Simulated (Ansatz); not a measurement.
## How fast does C move in Ti?

Theory: DFT PBE, scalar-relativistic, plane waves, PAW (Ansatz 0.2.0). Settings: 420 eV cutoff, 4×4×4 k-mesh, shifted by half a step, Gaussian smearing of 0.10 eV, no spin polarisation.

Host crystal, relaxed:

```yaml
crystal:
  lattice:
    - [0.00000, 2.05602, 2.05602]
    - [2.05602, 0.00000, 2.05602]
    - [2.05602, 2.05602, 0.00000]
  atoms:
    - { symbol: Ti, position: [0.00000, 0.00000, 0.00000] }
```

In a supercell of 16 host sites, interstitial C hops to an equivalent place, moving 2.91 Å. Climbing-image nudged elastic band at fixed cell; the order of the saddle wasn't checked, and the small cell leaves errors of about a tenth of an eV.

```
image path (Å) E − E(0) (eV)
    0      0.00          0.000
    1      0.74          0.542
    2      1.49          1.192
    3      2.23          1.170
    4      2.98          1.212
    5      3.84          0.724
    6      4.69          0.000
```

Problem. What are the barriers forward and back, and what attempt frequency does the shape suggest?

Solution. Forward 1.21 eV, back 1.21 eV, the ends being level. For a sinusoidal profile E_b sin²(πx/l), with the C atom alone moving, ν = (1/l)√(E_b/2m) = 7.6×10¹² s⁻¹, within an order of magnitude of the customary 10¹³ s⁻¹; a true prefactor needs the vibrations at the minimum and at the saddle.

Problem. With ν = 10¹³ s⁻¹, give the forward jump rate along this one path, the wait 1/k for that jump, the diffusivity D ≈ l²k and the distance √(Dt) covered in an hour at 300, 600 and 1000 K, taking the host as solid throughout.

Solution. k = ν exp(−E_b/k_BT):
```csv
T (K),k (1/s),wait (s),D (cm²/s),√(Dt) in 1 h (nm)
300,4.3×10⁻⁸,2.3×10⁷,3.7×10⁻²³,3.6×10⁻³
600,659,1.5×10⁻³,5.6×10⁻¹³,448
1000,7.8×10⁶,1.3×10⁻⁷,6.6×10⁻⁹,4.9×10⁴
```

D = l²k holds for six equivalent jumps in three dimensions (z l²k/6) and is a scale otherwise. Long-range transport needs a connected net of such jumps, and traps slow it. D is that of an interstitial already there. An error of 0.1 eV in the barrier changes k by a factor of 48 at 300 K and 3.2 at 1000 K.

Cost: 1 run of about 2.6 core-hours, on Intel Xeon Platinum 8259CL (Skylake/Cascade Lake) (shared hosts).